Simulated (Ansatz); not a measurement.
# EuS (Fm-3m) in Ansatz: single point with PBE

Aim: the single point of EuS with PBE.

All numbers are computed with Ansatz 0.2.0; they aren't measurements. Logs are shortened: lines on timing, memory, paths and dates and some standing lists are left out, and cuts for length are marked.

**What was measured.**

“Crystal-field mediated electronic transitions of EuS up to 35 GPa”, 2022, pmc:8786971 reports, for a powder of EuS at 300 K: band gap 1.72 eV (optical).

The results are compared with them further down.

### 1 The structure

The structure is cubic, space group Fm-3m (No. 225). The conventional cell has a = 5.957 Å, b = 5.957 Å, c = 5.957 Å, α = 90.00°, β = 90.00°, γ = 90.00°. Eu (site symmetry m-3m) has 6 S at 2.98 Å as nearest neighbours. S (site symmetry m-3m) is surrounded by 6 Eu at 2.98 Å.

### 2 Single point, PBE, collinear spin, ferromagnetic start

The input, input.yaml:

```yaml
crystal:
  lattice:
    - [0.0, 2.9785, 2.9785]
    - [2.9785, 0.0, 2.9785]
    - [2.9785, 2.9785, 0.0]
  atoms:
    - { symbol: Eu, position: [0.0, 0.0, 0.0], spin: 7.0 }
    - { symbol: S, position: [0.5, 0.5, 0.5] }
hamiltonian:
  xc: pbe
  pseudopotentials: { kind: paw }
magnetization:
  spin_polarized: true
kpoints:
  mp_grid: { grid: [14, 14, 14] }
scf:
  occupations: { method: fermi_dirac, width: 0.05 }
output:
  forces: true
  stress: true
  eigenvalues: true
```

Potentials or basis: Ansatz PAW.

Run with:

```bash
$ ansatz run input.yaml --threads 2 --pin off --max-ram 5120MiB --backend cpu --events-out ev --progress --plain --runs-dir out
```

Standard output:

```text
Warning: RAYON_NUM_THREADS=2 ignored (pool sized by the plan → 2); use --threads N
Engine: ansatz 0.2.0, aarch64-unknown-linux-gnu
Pseudopotentials: kind: paw
Pseudopotential: Eu, paw, valence charge 17, recommended cutoff 420 eV (normal), Eu.paw.azcp
Pseudopotential: S, paw, valence charge 6, recommended cutoff 420 eV (normal), S.paw.azcp
Functional definition: PBE
  parameter kappa = 0.804
  parameter beta = 0.06672455060314922
  exchange = pbe_x(kappa = kappa, mu = beta*pi^2/3)
  correlation = pbe_c(beta = beta)
Crystal: 2 atoms, lattice volume = 52.847 Å³
Basis set: ecut = 420 eV, 1037 PW (Γ), exchange–correlation on 60×60×60 points (8 copies of the dense FFT grid, shifted against one another)
Bands: 19, of which v1, the nominal top of the filled ones, is band 12 counted from 1 (11 counted from 0)
Symmetry: 48 space group operations
Space group: Fm-3m (ITA 225), of the structure as read, at distance tolerance 3.8e-5 Å
Magnetic group: BNS 225.116 (UNI 1618), of the structure as read, at distance tolerance 3.8e-5 Å
k-points: 104 of 2744
Non-local potential: Eu, projectors of the file, l = 0: 3, l = 1: 2, l = 2: 2, l = 3: 3
Non-local potential: S, projectors of the file, l = 0: 2, l = 1: 2, l = 2: 2
PAW form: soft (Blöchl's): semilocal exchange-correlation on the pseudo side does not see the compensation charge
PAW one-centre angular grid: Eu, 590 points (default); XC on 64 Gauss nodes
PAW one-centre angular grid: S, 110 points (default); XC on 64 Gauss nodes
Initial density: superposition of atomic densities (chi_scale 0.1, normalization cell)
Starting moments: Σ|m| = 7 μB on 1 of 2 sites
Initial wavefunctions: pseudopotential atomic-orbital guess
Functional: x = pbe(κ = 0.804, μ = 0.2195149727645171), c = pbe(β = 0.06672455060314922)
SCF iter   1: F=—  HF=-9672.049754 eV  |F-HF|=—  |Δ(HF+E_count)|=         —  Δρ=3.96e-2 (↑3.96e-2 ↓2.34e-2)  dr2=9.83e-1  dr2_m=3.57e-1  M=6.811 μB ∫|m|=6.906 μB  β_m=0.30  ethr=3.10e-3  ⟨swp⟩=5.9  Hψ=18954  notcnv=0
Mixer restart at iter 1: flushing history
preconditioner: auto → Kerker (q_TF=auto, 2.375 Å⁻¹)  [metal: Δε(μ)=0.004 eV  Ē_g=12.008 eV  σ=0.050 eV  W_gap=0.02  n_scr=14 (ndim 8)  ℏωp=23.4 eV  f_vac=0.000  D(μ)=3.95/eV (n_scr^D=58)]
spin=Collinear: Kerker preconditioning applied to the charge; magnetization (m = ρ↑ − ρ↓) channel mixes plain (no charge-response kernel on spin).
SCF iter   2: F=—  HF=-9672.234632 eV  |F-HF|=—  |Δ(HF+E_count)|=   1.85e-1  Δρ=2.65e-2 (↑2.65e-2 ↓1.67e-2)  dr2=4.98e-1  dr2_m=1.63e-1  M=6.818 μB ∫|m|=6.917 μB  β_m=0.54  ethr=3.10e-3  ⟨swp⟩=2.4  Hψ=7437  notcnv=0  defer=234
SCF iter   3: F=—  HF=-9672.627010 eV  |F-HF|=—  |Δ(HF+E_count)|=   3.92e-1  Δρ=1.52e-2 (↑1.52e-2 ↓4.64e-3)  dr2=1.30e-1  dr2_m=3.19e-2  M=6.891 μB ∫|m|=7.007 μB  β_m=0.64  ethr=2.17e-3  ⟨swp⟩=2.9  Hψ=7487  notcnv=0  defer=243
SCF iter   4: F=—  HF=-9672.824704 eV  |F-HF|=—  |Δ(HF+E_count)|=         —  Δρ=6.54e-3 (↑6.54e-3 ↓2.64e-3)  dr2=4.95e-2  dr2_m=3.23e-3  M=6.939 μB ∫|m|=7.065 μB  β_m=0.64  ethr=5.64e-4  ⟨swp⟩=2.9  Hψ=9315  notcnv=0  defer=245
Mixer restart at iter 4: flushing history
SCF iter   5: F=—  HF=-9672.868071 eV  |F-HF|=—  |Δ(HF+E_count)|=   4.34e-2  Δρ=4.39e-3 (↑4.39e-3 ↓1.82e-3)  dr2=2.70e-2  dr2_m=1.29e-3  M=6.956 μB ∫|m|=7.083 μB  β_m=0.64  ethr=2.15e-4  ⟨swp⟩=3.0  Hψ=6880  notcnv=0  defer=244
SCF iter   6: F=—  HF=-9672.894970 eV  |F-HF|=—  |Δ(HF+E_count)|=   2.69e-2  Δρ=1.15e-3 (↑1.15e-3 ↓8.35e-4)  dr2=3.53e-3  dr2_m=5.27e-5  M=6.981 μB ∫|m|=7.111 μB  β_m=0.91  ethr=1.17e-4  ⟨swp⟩=3.3  Hψ=9471  notcnv=0  defer=251
SCF iter   7: F=—  HF=-9672.895883 eV  |F-HF|=—  |Δ(HF+E_count)|=   9.13e-4  Δρ=1.29e-3 (↑1.29e-3 ↓3.15e-4)  dr2=8.88e-4  dr2_m=1.66e-4  M=6.985 μB ∫|m|=7.115 μB  β_m=0.83  ethr=1.53e-5  ⟨swp⟩=2.5  Hψ=8046  notcnv=0  defer=255
SCF iter   8: F=—  HF=-9672.896169 eV  |F-HF|=—  |Δ(HF+E_count)|=   2.86e-4  Δρ=3.04e-4 (↑3.04e-4 ↓1.88e-4)  dr2=1.48e-4  dr2_m=8.24e-6  M=6.984 μB ∫|m|=7.115 μB  β_m=0.83  ethr=3.86e-6  ⟨swp⟩=2.2  Hψ=8169  notcnv=0  defer=252
SCF iter   9: F=—  HF=-9672.896225 eV  |F-HF|=—  |Δ(HF+E_count)|=   5.66e-5  Δρ=1.01e-4 (↑1.01e-4 ↓7.04e-5)  dr2=1.55e-5  dr2_m=8.85e-7  M=6.984 μB ∫|m|=7.115 μB  β_m=0.92  ethr=6.43e-7  ⟨swp⟩=2.6  Hψ=6258  notcnv=0  defer=252
SCF iter  10: F=—  HF=-9672.892950 eV  |F-HF|=—  |Δ(HF+E_count)|=   3.28e-3  Δρ=3.71e-5 (↑3.71e-5 ↓2.29e-5)  dr2=1.73e-6  dr2_m=9.52e-8  M=6.984 μB ∫|m|=7.115 μB  β_m=0.96  ethr=6.74e-8  ⟨swp⟩=2.4  Hψ=6365  notcnv=0  defer=252
SCF iter  11: F=—  HF=-9672.892952 eV  |F-HF|=—  |Δ(HF+E_count)|=   1.96e-6  Δρ=1.68e-5 (↑1.68e-5 ↓4.70e-6)  dr2=1.86e-7  dr2_m=3.46e-8  M=6.984 μB ∫|m|=7.115 μB  β_m=0.91  ethr=7.51e-9  ⟨swp⟩=2.0  Hψ=6252  notcnv=0  defer=252
SCF iter  12: F=—  HF=-9672.892952 eV  |F-HF|=—  |Δ(HF+E_count)|=   1.20e-7  Δρ=5.77e-6 (↑5.77e-6 ↓1.39e-6)  dr2=1.88e-8  dr2_m=3.89e-9  M=6.984 μB ∫|m|=7.115 μB  β_m=0.95  ethr=8.09e-10  ⟨swp⟩=2.0  Hψ=6055  notcnv=0  defer=252
SCF iter  13: F=-9672.892952 eV  HF=-9672.892952 eV  |F-HF|=9.09e-12  |Δ(HF+E_count)|=   1.53e-8  Δρ=2.57e-7 (↑2.57e-7 ↓2.09e-7)  dr2=1.78e-10  dr2_m=1.31e-12  M=6.984 μB ∫|m|=7.115 μB  ethr=8.19e-11  ⟨swp⟩=5.4  Hψ=15875  notcnv=0
SCF 1 converged in 13 iterations: F = -9672.892952 eV  dr2 = 1.78e-10
SCF converged after 13 iterations
Magnetization: 6.9840 μB (14.9920 up, 8.0080 down)
Absolute magnetization: 7.1153 μB (∫|ρ↑−ρ↓|, with the PAW one-centre terms)
Spin contamination: 0.0109 ħ² per cell (⟨S²⟩ above its minimum at these occupations)
Per-site moments (μB) at R_I (Å): [(6.759049458740725, 1.22863125), (-0.059174297315459146, 1.22863125)]
Free energy (F): -9672.892952 eV
Harris-Foulkes:  -9672.892952 eV  (|F-HF|=9.09e-12)
Internal energy: -9672.882557 eV  (E = F + TS)
E sigma→0 (E₀):  -9672.887755 eV
Entropy (-TS):   -0.010395 eV (-5.198 meV/atom)
Fermi energy:    10.339280 eV
--- Per-component energies (eV) ---
  E_band       = -7.797521
  E_kinetic    = 460.225197
  E_local      = -2149.578258  (includes V_loc(G=0)·N_el)
  E_nonlocal   = 499.253776
  E_hartree    = 850.168007
  E_xc         = -276.264603
  E_vxc        = -292.798545  (∫ρ·V_xc dr)
  E_paw        = -6987.041996  (= ΣΔE_a)
  E_vpaw       = -225.235937  (= ΣTr[D̂ρ^β])
  E_aug_tail   = 0.000002  (compensation charges beyond the density's cutoff)
  E_ewald      = -2069.644683
  E_smearing   = -0.010395  (= −TS)
  E_closure    = 0.000000  (closes the sum)
  Σ components = -9672.892952   (vs F -9672.892952, Δ=0.00e0)
--- Forces (eV/Å), atoms counted from 1 ---
  atom   1  Eu    -0.00000000     0.00000000    -0.00000000
  atom   2  S      0.00000000    -0.00000000    -0.00000000
  max |Σ_I F_I| component: 3.73e-30 eV/Å
--- Stress (GPa, compression-positive) ---
       -2.493041       0.000000      -0.000000
        0.000000      -2.493041      -0.000000
       -0.000000       0.000000      -2.493041
  P = ⅓ Tr σ = -2.4930 GPa (-24.930 kbar)
--- Band table (eV; the first three rows and the last of 208) ---
  k-point 0 ↑: bands = ["-31.1333", "-9.8353", "-9.8353", "-9.8353", "-3.1210", "7.5776", "7.5776", "7.5776", "9.8980", "10.0558", "10.0558", "10.0558", "10.3739", "10.3739", "10.3739", "11.1715", "11.4332", "11.4332", "11.4332"]
  k-point 1 ↑: bands = ["-31.1326", "-9.8528", "-9.8365", "-9.8365", "-3.0812", "7.3768", "7.5077", "7.5077", "9.8956", "10.0451", "10.0451", "10.0561", "10.2865", "10.3174", "10.3174", "11.3598", "11.5360", "11.5360", "11.5955"]
  k-point 2 ↑: bands = ["-31.1308", "-9.9012", "-9.8400", "-9.8400", "-2.9689", "6.8956", "7.3245", "7.3245", "9.8887", "10.0189", "10.0189", "10.0567", "10.1743", "10.2128", "10.2128", "11.5040", "11.8071", "11.8071", "12.2433"]
  k-point 103 ↓: bands = ["-28.0378", "-7.7589", "-7.7161", "-7.6985", "-2.5483", "6.4373", "6.7419", "6.8846", "12.0593", "13.0971", "14.4428", "14.5526", "14.5752", "14.5965", "14.7370", "14.9462", "14.9897", "15.0389", "15.4221"]
```

It took 10 s on 2 threads of Arm Neoverse V1, shared host; peak memory 0.49 GiB.

Results:

```yaml
Free_energy: -9672.8930 eV
Pressure: -2.5 GPa
Band_gap_on_the_k_mesh: none (metal or under the smearing width)
Net_moment: 6.98 μB per cell
Absolute_moment: 7.12 μB per cell
Site_moments: Eu +6.76; S -0.06 μB
```

Caveat: spin-orbit coupling is left out, which moves the levels of the heavy elements; a cell with one magnetic atom can't hold antiferromagnetic order, which such compounds often take; without U or exact exchange the open f shell lies at the Fermi level, which spoils levels, moments and volumes. The state reached can hang on the start; a lower one may exist.

### 3 Against experiment

Step 2. A measured gap of EuS is 1.72 eV (optical; 300 K; powder; “Crystal-field mediated electronic transitions of EuS up to 35 GPa”, 2022, pmc:8786971); the calculated 0.00 eV misses it by -1.72 eV. So large a miss can be the level of theory's own, or it may mean another phase, state or a wrong row. Spin-orbit coupling on Eu is left out. The value is that of PBE on a finite k mesh, which can miss the band edges, without temperature or zero-point motion. Semilocal functionals fall short of measured gaps as a rule. The run's magnetic order (collinear spin, ferromagnetic start) needn't be the measured crystal's.
